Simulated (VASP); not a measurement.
**ZrSe2: relaxation of cell and atoms with PBE+D3(BJ)**

Crystal: ZrSe2.

```xyz
3
Lattice="3.7980 0.0000 0.0000 -1.8990 3.2892 0.0000 0.0000 0.0000 6.1920" Properties=species:S:1:pos:R:3 pbc="T T T"
Zr    0.0000    0.0000    0.0000
Se    0.0000    2.1928    1.5480
Se    1.8990    1.0964    4.6440
```

```json
{
 "Program": "VASP 6.6.1",
 "Task": "relaxation of cell and atoms",
 "Functional": "PBE",
 "Dispersion": "D3(BJ)",
 "Potentials or basis": "VASP PAW PBE potentials, release 64 (Zr_sv, Se)",
 "Cutoff": "600 eV",
 "k mesh": "9 × 9 × 5",
 "Occupations": "gaussian, width 0.03 eV",
 "Spin": "no spin polarisation",
 "Further INCAR settings": "ALGO = Normal; EDIFF = 1e-06; IBRION = 2; EDIFFG = -0.01; NSW = 90; ISIF = 3"
}
```

* Relaxed volume: 24.35 Å³/atom
* Relaxed cell: a = 3.740 Å, b = 3.740 Å, c = 6.028 Å, α = 90.00°, β = 90.00°, γ = 120.00°
* Space group after relaxing (to 0.05 Å): P-3m1 (No. 164)
* Energy gained by relaxing: 11.2 meV/atom
* Ionic steps: 15
* Pressure after relaxing: 0.0 GPa
* Band gap on the k mesh: 0.05 eV, indirect (least direct gap 0.93 eV)
* Dispersion energy per atom: -0.405 eV

Stress tensor (GPa, compression positive):
```
-0.05  0.00  0.00
 0.00 -0.05  0.00
 0.00  0.00  0.04
```

Step by step:
| step | energy change (eV) | largest force (eV/Å) | pressure (GPa) | volume (Å³) |
| --- | --- | --- | --- | --- |
| 1 | 0.0000 | 0.3158 | -0.45 | 77.35 |
| 2 | -0.0147 | 0.2208 | -0.25 | 76.54 |
| 3 | -0.0201 | 0.1203 | -0.05 | 75.74 |
| 4 | -0.0234 | 0.0781 | -0.26 | 75.51 |
| 5 | -0.0293 | 0.0460 | -0.82 | 74.83 |
| 6 | -0.0299 | 0.1058 | -1.05 | 74.51 |
| 7 | -0.0311 | 0.0914 | -0.91 | 74.25 |
| 8 | -0.0332 | 0.0494 | -0.45 | 73.48 |
| 9 | -0.0312 | 0.0362 | 0.54 | 71.94 |
| 10 | -0.0335 | 0.0243 | -0.19 | 73.08 |
| 11 | -0.0335 | 0.0227 | -0.19 | 73.05 |
| 12 | -0.0334 | 0.0115 | -0.05 | 72.85 |
| 13 | -0.0335 | 0.0212 | -0.15 | 73.02 |
| 14 | -0.0335 | 0.0161 | -0.12 | 73.02 |
| 15 | -0.0337 | 0.0013 | -0.02 | 73.04 |

Final structure:
```
CELL_PARAMETERS angstrom
3.74035 0.00000 0.00000
-1.87018 3.23924 0.00000
0.00000 0.00000 6.02806
ATOMIC_POSITIONS crystal
Zr 0.00000 0.00000 0.00000
Se 0.33333 0.66667 0.26500
Se 0.66667 0.33333 0.73500
```

Levels at points of the mesh, in eV from the valence-band top:
```
           k point  band 10  band 11  band 12  band 13  band 14  band 15
(0.00, 0.00, 0.00)    -0.12    -0.12     0.00     0.93     0.93     1.22
```

Wall time 9.7 min on 1 thread of Intel(R) Xeon(R) Platinum 8488C (Sapphire Rapids) (shared host), peak memory 0.26 GiB.

Caveat: an odd mesh through Γ misses points on the zone boundary, where band edges often lie.
